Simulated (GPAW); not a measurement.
# C (Fd-3m) in GPAW: further runs

Aim: see how the results for C move with the level of theory and the settings. Levels: PBE, PW91+D4, TPSS+D4, OLYP. Tasks: band structure, equation of state.

Program: GPAW 26.7.0. These are calculated values, not measurements. Logs are shortened: lines on timing, memory, paths and dates and some standing lists are left out, and cuts for length are marked. The log counts tension as positive stress, the text compression.

**Measured values to compare with.**

From “Equation of state of cubic boron nitride at high pressures and temperatures”, 2007, arxiv:cond-mat/0702656, for a bulk crystal of C: bulk modulus 444.8 ± 0.8 GPa.

How close the calculation comes is told below.

### 1 Starting point

The structure is cubic, space group Fd-3m (No. 227). Conventional cell: a = 3.567 Å, b = 3.567 Å, c = 3.567 Å, α = 90.00°, β = 90.00°, γ = 90.00°. C (site symmetry -43m) is surrounded by 4 C at 1.54 Å.

This isn't the form of C at room conditions, which is graphite.

### 2 Band structure, PBE

run.py reads:

```python
from ase.dft.bandgap import bandgap
from ase.io import write
from ase.spacegroup import crystal
from gpaw import GPAW

# C 8a
atoms = crystal(['C'],
                basis=[[0.25, 0.25, 0.25]],
                spacegroup=227, setting=1,  # Fd-3m
                cellpar=[3.56674, 3.56674, 3.56674, 90.0, 90.0, 90.0],
                primitive_cell=True)

calc = GPAW(mode='lcao',
            h=0.2,
            basis='dz(dzp)',
            xc='PBE',
            kpts={'size': (10, 10, 10), 'gamma': True},
            occupations={'name': 'fermi-dirac', 'width': 0.05},
            convergence={'density': 1e-05, 'energy': 1e-05},
            maxiter=150,
            txt='gpaw.txt')
atoms.calc = calc
energy = atoms.get_potential_energy()
forces = atoms.get_forces()
calc.write('gs.gpw')
write('result.traj', atoms)
print(f'Energy: {energy:.6f} eV')
print('Forces (eV/A):')
print(forces.round(4))
print('Fermi level:', round(calc.get_fermi_level(), 4), 'eV')
print(f'Gap: {bandgap(calc)[0]:.4f} eV, direct: {bandgap(calc, direct=True)[0]:.4f} eV')

path = atoms.cell.bandpath('GXWKGLUWLK,UX', npoints=80, eps=1e-4)
bs_calc = calc.fixed_density(kpts=path, symmetry='off', txt='bands.txt')
bs = bs_calc.band_structure()
bs.write('bs.json')
print(f'Gap on the path: {bandgap(bs_calc)[0]:.4f} eV')
```

Potentials or basis: GPAW PAW data sets (gpaw-data 1.2.1), lcao:dz(dzp).

The run is started by

```sh
$ OMP_NUM_THREADS=1 python run.py
```

gpaw.txt:

```text
__  _  _
 | _ |_)|_||  |
 |__||  | ||/\| - 26.7.0

Input parameters:
  mode=LCAO(),
  basis={'default': 'dz(dzp)'},
  convergence={'density': 1e-05, 'energy': 1e-05},
  h=0.2,
  kpts=MonkhorstPack(size=(10, 10, 10), gamma=True),
  maxiter=150,
  occupations=Occupations(name='fermi-dirac', width=0.05),
  xc=XC(name='PBE')

          C
       C

Atoms  # Å, Bohr magnetons
|   | symbol |        x |        y |        z |    initial magnetic moments |
|---|--------|----------|----------|----------|-----------------------------|
| 0 |      C | 0.891685 | 0.891685 | 0.891685 | ( 0.0000,  0.0000,  0.0000) |
| 1 |      C | 0.000000 | 0.000000 | 0.000000 | ( 0.0000,  0.0000,  0.0000) |

Unit cell  # Å
| periodic |        x |        y |        z |  lengths |    angles |
|----------|----------|----------|----------|----------|-----------|
|      yes | 0.000000 | 1.783370 | 1.783370 | 2.522066 | 60.000000 |
|      yes | 1.783370 | 0.000000 | 1.783370 | 2.522066 | 60.000000 |
|      yes | 1.783370 | 1.783370 | 0.000000 | 2.522066 | 60.000000 |

Number of symmetries: 24
Symmetry operations  # r_c * U_cc + t_c -> r_c
|    | kind |            matrix            |
|----|------|------------------------------|
|  0 |  E   |  1, 0, 0,  0, 1, 0,  0, 0, 1 |
|  1 |  σ   |  1, 0, 0,  0, 0, 1,  0, 1, 0 |
|  2 |  σ   |  1, 0,-1,  0, 1,-1,  0, 0,-1 |
|  3 |  C3  |  1, 0,-1,  0, 0,-1,  0, 1,-1 |
|  4 |  C3  |  1,-1, 0,  0,-1, 1,  0,-1, 0 |
|  5 |  σ   |  1,-1, 0,  0,-1, 0,  0,-1, 1 |
|  6 |  σ   |  0, 1, 0,  1, 0, 0,  0, 0, 1 |
|  7 |  C3  |  0, 1, 0,  0, 0, 1,  1, 0, 0 |
|  8 |  C2  |  0, 1,-1,  1, 0,-1,  0, 0,-1 |
|  9 |  S4  |  0, 1,-1,  0, 0,-1,  1, 0,-1 |
| 10 |  C3  |  0, 0, 1,  1, 0, 0,  0, 1, 0 |
| 11 |  σ   |  0, 0, 1,  0, 1, 0,  1, 0, 0 |
| 12 |  S4  |  0, 0,-1,  1, 0,-1,  0, 1,-1 |
| 13 |  C3  |  0, 0,-1,  0, 1,-1,  1, 0,-1 |
| 14 |  S4  |  0,-1, 1,  1,-1, 0,  0,-1, 0 |
| 15 |  C2  |  0,-1, 1,  0,-1, 0,  1,-1, 0 |
| 16 |  C3  |  0,-1, 0,  1,-1, 0,  0,-1, 1 |
| 17 |  S4  |  0,-1, 0,  0,-1, 1,  1,-1, 0 |
| 18 |  S4  | -1, 1, 0, -1, 0, 1, -1, 0, 0 |
| 19 |  C3  | -1, 1, 0, -1, 0, 0, -1, 0, 1 |
| 20 |  C3  | -1, 0, 1, -1, 1, 0, -1, 0, 0 |
| 21 |  S4  | -1, 0, 1, -1, 0, 0, -1, 1, 0 |
| 22 |  σ   | -1, 0, 0, -1, 1, 0, -1, 0, 1 |
| 23 |  C2  | -1, 0, 0, -1, 0, 1, -1, 1, 0 |

BZ-sampling:
  Number of BZ points: 1000
  Number of IBZ points: 47

  Monkhorst-Pack size: [10, 10, 10]
  Monkhorst-Pack shift: [0.05, 0.05, 0.05]

K-points  # in reciprocal-cell coordinates
|     |                                coordinates |     weight |
|-----|--------------------------------------------|------------|
|   0 | (  0.00000000,   0.00000000,   0.00000000) | 0.00100000 |
|   1 | (  0.10000000,   0.10000000,   0.00000000) | 0.00600000 |
|   2 | (  0.10000000,   0.10000000,   0.10000000) | 0.00800000 |
|   3 | (  0.20000000,   0.10000000,   0.10000000) | 0.01200000 |
|   4 | (  0.20000000,   0.20000000,   0.00000000) | 0.00600000 |
|   5 | (  0.20000000,   0.20000000,   0.10000000) | 0.02400000 |
|   6 | (  0.20000000,   0.20000000,   0.20000000) | 0.00800000 |
|   7 | (  0.30000000,   0.20000000,   0.10000000) | 0.02400000 |
|   8 | (  0.30000000,   0.20000000,   0.20000000) | 0.02400000 |
|   9 | (  0.30000000,   0.30000000,   0.00000000) | 0.00600000 |
| ... |                                            |            |
|  46 | (  0.50000000,   0.50000000,   0.50000000) | 0.00400000 |

basis functions: 16
Spin-components: 1 (collinear spins)
Bands:           8
Projectors:      10
Spin-degeneracy: 2
Datatype:        <class 'complex'>

Parallelization:
  kpt:    1
  domain: 1
  band:   1

Density:
  Valence electrons: 8.0
  Components: 1
  Grid points: [12 12 12]
  Charge: 0.0  # |e|

Potential:
  Grid points: [12 12 12]

species:
  C:
    name:    Carbon
    Z:       6.0
    valence: 4
    core:    2
    charge:  0.0  # [|e|]
    compensation charges:
      type: gauss
      rc: 0.20  # [Å]
      lmax: 2
    cutoffs:
      filter: 1.14  # [Å]
      core: 1.14  # [Å]
    projectors
    | kind |    occ | energy [eV] | rcut [Å] |
    |------|--------|-------------|----------|
    |   2s |  2.000 |     -13.751 |    0.635 |
    |   2p |  2.000 |      -5.284 |    0.635 |
    |    s |        |      13.461 |    0.635 |
    |    p |        |      21.927 |    0.635 |
    |    d |        |       0.000 |    0.635 |

    LCAO basis set for C:
      Name: dz(dzp)
      File: <dir>
      Number of radial functions: 4
      Number of spherical harmonics: 8
        l=0, rc=5.5469 Bohr: 2s-sz confined orbital
        l=1, rc=6.6719 Bohr: 2p-sz confined orbital
        l=0, rc=3.0312 Bohr: 2s-dz split-valence wave
        l=1, rc=3.7500 Bohr: 2p-dz split-valence wave
      Number of RI-basis functions 0

Reference energy: -2055.256231  # eV

eigensolver:
  <gpaw.new.lcao.eigensolver.LCAOEigensolver object>
density mixing:
  MSR1-Mixer
  Pratt-step length: 0.05
  Maximum mixing coefficient: 0.75
  Old densities: 10
  SVD Regularization: 0.005
  Good broyden scale: 1.0
  Trust region scale: 1.0
  Backstep threshold: 4.0
  History deletion threshold: 6.0
  Fourier metric: weight=20.0, sigma=0.015

occupation numbers:
  Fermi-Dirac:
    width: 0.0500  # eV

FastPoissonSolver using
    Stencil: 12*3+1=37 point O(h^6) finite-difference Laplacian
    FFT axes: [np.int64(0), np.int64(1), np.int64(2)]
    FST axes: []

xc functional:
  name: PBE with 2 nearest neighbor stencil
interpolation: tri-quintic # 5. degree polynomial

          C
       C

Atoms  # Å, Bohr magnetons
|   | symbol |        x |        y |        z |    initial magnetic moments |
|---|--------|----------|----------|----------|-----------------------------|
| 0 |      C | 0.891685 | 0.891685 | 0.891685 | ( 0.0000,  0.0000,  0.0000) |
| 1 |      C | 0.000000 | 0.000000 | 0.000000 | ( 0.0000,  0.0000,  0.0000) |

Unit cell  # Å
| periodic |        x |        y |        z |  lengths |    angles |
|----------|----------|----------|----------|----------|-----------|
|      yes | 0.000000 | 1.783370 | 1.783370 | 2.522066 | 60.000000 |
|      yes | 1.783370 | 0.000000 | 1.783370 | 2.522066 | 60.000000 |
|      yes | 1.783370 | 1.783370 | 0.000000 | 2.522066 | 60.000000 |

Number of symmetries: 24
Symmetry operations  # r_c * U_cc + t_c -> r_c
|    | kind |            matrix            |
|----|------|------------------------------|
|  0 |  E   |  1, 0, 0,  0, 1, 0,  0, 0, 1 |
|  1 |  σ   |  1, 0, 0,  0, 0, 1,  0, 1, 0 |
|  2 |  σ   |  1, 0,-1,  0, 1,-1,  0, 0,-1 |
|  3 |  C3  |  1, 0,-1,  0, 0,-1,  0, 1,-1 |
|  4 |  C3  |  1,-1, 0,  0,-1, 1,  0,-1, 0 |
|  5 |  σ   |  1,-1, 0,  0,-1, 0,  0,-1, 1 |
|  6 |  σ   |  0, 1, 0,  1, 0, 0,  0, 0, 1 |
|  7 |  C3  |  0, 1, 0,  0, 0, 1,  1, 0, 0 |
|  8 |  C2  |  0, 1,-1,  1, 0,-1,  0, 0,-1 |
|  9 |  S4  |  0, 1,-1,  0, 0,-1,  1, 0,-1 |
| 10 |  C3  |  0, 0, 1,  1, 0, 0,  0, 1, 0 |
| 11 |  σ   |  0, 0, 1,  0, 1, 0,  1, 0, 0 |
| 12 |  S4  |  0, 0,-1,  1, 0,-1,  0, 1,-1 |
| 13 |  C3  |  0, 0,-1,  0, 1,-1,  1, 0,-1 |
| 14 |  S4  |  0,-1, 1,  1,-1, 0,  0,-1, 0 |
| 15 |  C2  |  0,-1, 1,  0,-1, 0,  1,-1, 0 |
| 16 |  C3  |  0,-1, 0,  1,-1, 0,  0,-1, 1 |
| 17 |  S4  |  0,-1, 0,  0,-1, 1,  1,-1, 0 |
| 18 |  S4  | -1, 1, 0, -1, 0, 1, -1, 0, 0 |
| 19 |  C3  | -1, 1, 0, -1, 0, 0, -1, 0, 1 |
| 20 |  C3  | -1, 0, 1, -1, 1, 0, -1, 0, 0 |
| 21 |  S4  | -1, 0, 1, -1, 0, 0, -1, 1, 0 |
| 22 |  σ   | -1, 0, 0, -1, 1, 0, -1, 0, 1 |
| 23 |  C2  | -1, 0, 0, -1, 0, 1, -1, 1, 0 |

BZ-sampling:
  Number of BZ points: 1000
  Number of IBZ points: 47

  Monkhorst-Pack size: [10, 10, 10]
  Monkhorst-Pack shift: [0.05, 0.05, 0.05]

K-points  # in reciprocal-cell coordinates
|     |                                coordinates |     weight |
|-----|--------------------------------------------|------------|
|   0 | (  0.00000000,   0.00000000,   0.00000000) | 0.00100000 |
|   1 | (  0.10000000,   0.10000000,   0.00000000) | 0.00600000 |
|   2 | (  0.10000000,   0.10000000,   0.10000000) | 0.00800000 |
|   3 | (  0.20000000,   0.10000000,   0.10000000) | 0.01200000 |
|   4 | (  0.20000000,   0.20000000,   0.00000000) | 0.00600000 |
|   5 | (  0.20000000,   0.20000000,   0.10000000) | 0.02400000 |
|   6 | (  0.20000000,   0.20000000,   0.20000000) | 0.00800000 |
|   7 | (  0.30000000,   0.20000000,   0.10000000) | 0.02400000 |
|   8 | (  0.30000000,   0.20000000,   0.20000000) | 0.02400000 |
|   9 | (  0.30000000,   0.30000000,   0.00000000) | 0.00600000 |
| ... |                                            |            |
|  46 | (  0.50000000,   0.50000000,   0.50000000) | 0.00400000 |

basis functions: 16
Spin-components: 1 (collinear spins)
Bands:           8
Projectors:      10
Spin-degeneracy: 2
Datatype:        <class 'complex'>

Parallelization:
  kpt:    1
  domain: 1
  band:   1

Density:
  Valence electrons: 8.0
  Components: 1
  Grid points: [12 12 12]
  Charge: 0.0  # |e|

Potential:
  Grid points: [12 12 12]

species:
  C:
    name:    Carbon
    Z:       6.0
    valence: 4
    core:    2
    charge:  0.0  # [|e|]
    compensation charges:
      type: gauss
      rc: 0.20  # [Å]
      lmax: 2
    cutoffs:
      filter: 1.14  # [Å]
      core: 1.14  # [Å]
    projectors
    | kind |    occ | energy [eV] | rcut [Å] |
    |------|--------|-------------|----------|
    |   2s |  2.000 |     -13.751 |    0.635 |
    |   2p |  2.000 |      -5.284 |    0.635 |
    |    s |        |      13.461 |    0.635 |
    |    p |        |      21.927 |    0.635 |
    |    d |        |       0.000 |    0.635 |

    LCAO basis set for C:
      Name: dz(dzp)
      File: <dir>
      Number of radial functions: 4
      Number of spherical harmonics: 8
        l=0, rc=5.5469 Bohr: 2s-sz confined orbital
        l=1, rc=6.6719 Bohr: 2p-sz confined orbital
        l=0, rc=3.0312 Bohr: 2s-dz split-valence wave
        l=1, rc=3.7500 Bohr: 2p-dz split-valence wave
      Number of RI-basis functions 0

Reference energy: -2055.256231  # eV

eigensolver:
  <gpaw.new.lcao.eigensolver.LCAOEigensolver object>
density mixing:
  MSR1-Mixer
  Pratt-step length: 0.05
  Maximum mixing coefficient: 0.75
  Old densities: 10
  SVD Regularization: 0.005
  Good broyden scale: 1.0
  Trust region scale: 1.0
  Backstep threshold: 4.0
  History deletion threshold: 6.0
  Fourier metric: weight=20.0, sigma=0.015

occupation numbers:
  Fermi-Dirac:
    width: 0.0500  # eV

FastPoissonSolver using
    Stencil: 12*3+1=37 point O(h^6) finite-difference Laplacian
    FFT axes: [np.int64(0), np.int64(1), np.int64(2)]
    FST axes: []

xc functional:
  name: PBE with 2 nearest neighbor stencil
interpolation: tri-quintic # 5. degree polynomial

convergence criteria:
- Maximum integral of absolute [dens]ity change: 1e-05 electrons / valence electron
- Maximum [total energy] change in last 3 cyles: 1e-05 eV / valence electron
- Maximum integral of absolute [eigenst]ate change: 4e-08 eV^2 / valence electron
maximum number of iterations: 150

SCF iterations
|iter     | |      energy | eigst |  dens |
|---------|-|-------------|-------|-------|
|iter:   1| |  -17.562751 |      c|       |
|iter:   2| |  -17.535358 |      c| -0.96 |
|iter:   3| |  -17.371098 |      c| -0.98 |
|iter:   4| |  -17.372206 |      c| -1.61 |
|iter:   5| |  -17.372592 |      c| -2.50 |
|iter:   6| |  -17.372612 |      c| -3.26 |
|iter:   7| |  -17.372613c|      c| -4.89 |
|iter:   8| |  -17.372613c|      c| -5.43c|

Converged in 8 steps
Energy contributions relative to reference atoms: (reference = -2055.256231)

Energy contributions:
  Kinetic:          18.044170
  Coulomb:         -16.808479
  Zero:              0.310507
  External:          0.000000
  Xc:              -18.918811
  Entropy:          -0.000000
  Spinorbit:         0.000000
  ----------------------------
  Free energy:     -17.372613
  Extrapolated:    -17.372613

dipole moment: (-9.045969, -9.045969, -9.045969)  # |e|*Ang

Fermi level: 13.933
Eigenvalues  # (at kpt = [0.000, 0.000, 0.000])
| band index |      eig [eV] | occ [0-2] |
|------------|---------------|-----------|
|          0 |        -9.474 |     2.000 |
|          1 |        12.306 |     2.000 |
|          2 |        12.306 |     2.000 |
|          3 |        12.313 |     2.000 |
|          4 |        17.983 |     0.000 |
|          5 |        17.983 |     0.000 |
|          6 |        17.996 |     0.000 |
|          7 |        25.797 |     0.000 |

Gap: 4.966 eV
Transition (v -> c):
  (s=0, k=0, n=3, [0.00, 0.00, 0.00]) -> (s=0, k=24, n=4, [0.40, 0.40, 0.00])
Direct/indirect transitions are different
Direct gap: 5.671 eV
Transition at: (s=0, k=0, n=3, [0.00, 0.00, 0.00])

Forces  # eV/Ang
|       x |        y |        z |
|---------|----------|----------|
| 0.00000 | -0.00000 |  0.00000 |  # C    0
| 0.00000 |  0.00000 | -0.00000 |  # C    1

# Writing to gs.gpw (mode='')
```

It took 20 s on 1 thread of Intel Xeon 6975P-C (Granite Rapids), shared host; peak memory 0.13 GiB.

The run converged, but some of its settings lie outside the range that counts as converged, so its numbers aren't taken as properties of the crystal.

What came out:

```
Free energy             : -17.3726 eV
Band gap on the k mesh  : 4.97 eV, indirect (least direct gap 5.67 eV)
Band gap along the path : 4.89 eV, indirect (least direct gap 5.67 eV)
```

Caveat: the real-space grid adds noise to forces; the basis of atomic orbitals isn't converged, which shifts pressures, moduli and gaps.

### 3 Equation of state, PW91+D4

run.py reads:

```python
from ase.calculators.mixing import SumCalculator
from ase.eos import EquationOfState
from ase.io import Trajectory
from ase.spacegroup import crystal
from ase.units import GPa
from dftd4.ase import DFTD4
from gpaw import GPAW, PW, setup_paths

setup_paths.insert(0, '.')

# C 8a
atoms = crystal(['C'],
                basis=[[0.25, 0.25, 0.25]],
                spacegroup=227, setting=1,  # Fd-3m
                cellpar=[3.56674, 3.56674, 3.56674, 90.0, 90.0, 90.0],
                primitive_cell=True)

traj = Trajectory('eos.traj', 'w')
volumes, energies = [], []
for x in [0.94, 0.96, 0.98, 1.0, 1.02, 1.04, 1.06]:
    a = atoms.copy()
    a.set_cell(atoms.cell * x**(1 / 3), scale_atoms=True)
    calc = GPAW(mode=PW(800),
                xc='GGA_X_PW91+GGA_C_PW91',
                kpts={'size': (10, 10, 10), 'gamma': True},
                occupations={'name': 'fermi-dirac', 'width': 0.05},
                nbands=11,
                convergence={'density': 1e-05, 'energy': 1e-05},
                maxiter=150,
                txt=f'eos-{x:.2f}.txt')
    a.calc = SumCalculator([calc, DFTD4(method='pw91')])
    energies.append(a.get_potential_energy())
    volumes.append(a.get_volume())
    p = -a.get_stress()[:3].mean() / GPa
    calc.write(f'eos-{x:.2f}.gpw')
    traj.write(a)
    print(f'{x:.2f} {volumes[-1]:10.4f} A^3 {energies[-1]:14.6f} eV {p:9.3f} GPa', flush=True)

v0, e0, B = EquationOfState(volumes, energies, eos='birchmurnaghan').fit()
print(f'V0 = {v0:.4f} A^3, E0 = {e0:.6f} eV, B0 = {B / GPa:.2f} GPa')
```

Potentials or basis: PAW data sets generated in the run's folder for this functional, pw.

The run is started by

```sh
$ gpaw-setup -f GGA_X_PW91+GGA_C_PW91 C
$ OMP_NUM_THREADS=1 python run.py
```

Wall time 88 s (1 thread of Intel Xeon Platinum 8375C at 2.90GHz (Ice Lake), shared host); peak memory 0.19 GiB.

The run converged. Its results:

```yaml
Equilibrium_volume: 5.64 Å³/atom
Bulk_modulus: 442 GPa
Pressure_derivative_of_the_bulk_modulus: 3.8
```

Energy against volume, from the lowest point:
| volume (Å³/atom) | energy (meV/atom) |
| --- | --- |
| 5.332 | 24.62 |
| 5.445 | 9.20 |
| 5.558 | 1.25 |
| 5.672 | 0.00 |
| 5.785 | 4.86 |
| 5.899 | 15.35 |
| 6.012 | 30.84 |

(Part 1 of 2 ends here.)
